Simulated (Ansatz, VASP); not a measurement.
# One calculation of TaN, two programs

POSCAR

```
TaN
1.0
    0.0000000000      2.2113230000      2.2113230000
    2.2113230000      0.0000000000      2.2113230000
    2.2113230000      2.2113230000      0.0000000000
Ta N
1 1
Direct
    0.5000000000      0.5000000000      0.5000000000
    0.0000000000      0.0000000000      0.0000000000
```

File INCAR.step1:

```
SYSTEM = TaN
PREC = Accurate ; ENCUT = 520
ISMEAR = -1 ; SIGMA = 0.05
LREAL = .False. ; LASPH = .True.
NELM = 150 ; LMAXMIX = 4
LDAU = .True. ; LDAUTYPE = 2
LDAUL = 2 -1 ; LDAUU = 6 0
LDAUJ = 0 0 ; NBANDS = 15
GGA = PE ; ALGO = Normal
EDIFF = 1E-4 ; LWAVE = .True.
LCHARG = .False.
```

Contents of INCAR.step2:

```
SYSTEM = TaN
PREC = Accurate ; ENCUT = 520
EDIFF = 1E-7 ; ISMEAR = -1
SIGMA = 0.05 ; LREAL = .False.
LASPH = .True. ; NELM = 150
ALGO = Normal ; ISIF = 2
LWAVE = .False. ; LCHARG = .False.
LMAXMIX = 4 ; LDAU = .True.
LDAUTYPE = 2 ; LDAUL = 2 -1
LDAUU = 6 0 ; LDAUJ = 0 0
LDAUPRINT = 1 ; METAGGA = R2SCAN
LMIXTAU = .True. ; NBANDS = 15
ISTART = 1
```

File KPOINTS:

```
regular mesh
0
Gamma
  10 10 10
  0 0 0
```

input.yaml

```yaml
crystal:
  lattice:
    - [0.0, 2.211323, 2.211323]
    - [2.211323, 0.0, 2.211323]
    - [2.211323, 2.211323, 0.0]
  atoms:
    - { symbol: Ta, position: [0.5, 0.5, 0.5] }
    - { symbol: "N", position: [0.0, 0.0, 0.0] }
hamiltonian:
  xc: r2scan
  pseudopotentials: { kind: paw }
  hubbard: { sites: [{ species: Ta, l: d, u_eff: 6.0 }] }
kpoints:
  mp_grid: { grid: [10, 10, 10] }
scf:
  occupations: { method: fermi_dirac, width: 0.05 }
  n_extra_bands: 6
output:
  forces: true
  stress: true
  eigenvalues: true
  dos: { projected: true, de: 0.05, nscf_kmesh: { grid: [15, 15, 15] } }
  write_density: true
  write_potential: true
  elf: true
  volumetric_format: npy
```

The cell comes from a database or a generator and needn't be the stable form of this composition.

Alike in both runs: functional r2SCAN; k mesh 10 × 10 × 10; occupations fermi-dirac, width 0.05 eV; no spin polarisation; Hubbard terms Ta d U = 6.0 eV.

```csv
,VASP,Ansatz
version,VASP 6.6.1,Ansatz 0.2.0
potentials or method,"VASP PAW PBE potentials, release 64 (Ta_pv, N)",Ansatz PAW
plane-wave cutoff (eV),520,500
valence electrons in the cell,16,18
task,single point,projected density of states
```

|  | VASP | Ansatz | Ansatz less VASP |
| --- | --- | --- | --- |
| gap on the k mesh at the Fermi level (eV) | none | none | - |
| pressure (GPa) | 13.8 | -0.1 | -13.90 |

The programs project onto different local orbitals, so the same U acts differently. A gap of «none» marks a metal or a gap that the smearing closes. The two sets of potentials don't hold the same shells in valence.

Caveats: U without spin polarisation on a metal has little footing; the PAW data sets were made with another functional, which shifts forces and pressure a little (VASP); the PAW data sets come from PBE, with cores solved anew for the run's functional, which leaves a small shift of forces and pressure (Ansatz); the density of states is complete only up to the lowest level of the last band computed (Ansatz). Spin-orbit coupling is left out, which matters for the levels of Ta.
